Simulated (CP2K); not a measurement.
Runs of CP2K 2026.2 on CdTe. Symmetry: F-43m, No. 216, cubic system. The conventional cell has a = 6.410 Å, b = 6.410 Å, c = 6.410 Å, α = 90.00°, β = 90.00°, γ = 90.00°. Te (site symmetry -43m) has 4 Cd at 2.78 Å as nearest neighbours. Cd (site symmetry -43m) is surrounded by 4 Te at 2.78 Å. 

| task | level | potentials or basis | smearing | CUTOFF of the grids | hirshfeld SHAPE_FUNCTION | VORONOI_RADII | gap on the mesh (eV) | pressure (GPa) |
| --- | --- | --- | --- | --- | --- | --- | --- | --- |
| atomic charges | PBE | POTENTIAL_UZH Te GTH-PBE-q6, Cd GTH-PBE-q12; ccGRB-D basis | fermi-dirac 0.05 eV | 450 Ry | DENSITY | VDW | 1.29 | 6.0 |
| atomic charges | PBE | POTENTIAL_UZH Te GTH-PBE-q6, Cd GTH-PBE-q12; TZV2P-MOLOPT-PBE-GTH basis | fermi-dirac 0.05 eV | 450 Ry | DENSITY | VDW | (a) | 4.7 |
| atomic charges | PBE | POTENTIAL_UZH Te GTH-PBE-q6, Cd GTH-PBE-q12; DZVP-MOLOPT-PBE-GTH basis | fermi-dirac 0.05 eV | 450 Ry | DENSITY | VDW | 0.84 | 4.8 |
| atomic charges | PBE | GTH_POTENTIALS Te GTH-PBE-q6, Cd GTH-PBE-q12; TZVP-MOLOPT-SR-GTH basis | fermi-dirac 0.05 eV | 450 Ry | DENSITY | VDW | (b) | 4.8 |

Alike in all rows: no spin polarisation; cell as given; k mesh 7 × 7 × 7.

Q: Estimate the missing entries.

A: (a) 0.87; (b) 0.86.

Caveats: spin-orbit coupling is left out, which moves the levels of the heavy elements; the basis of atomic orbitals isn't converged, which shifts pressures, moduli and gaps.

A k mesh can miss the band edges, and the runs leave out spin-orbit coupling on Cd, Te.
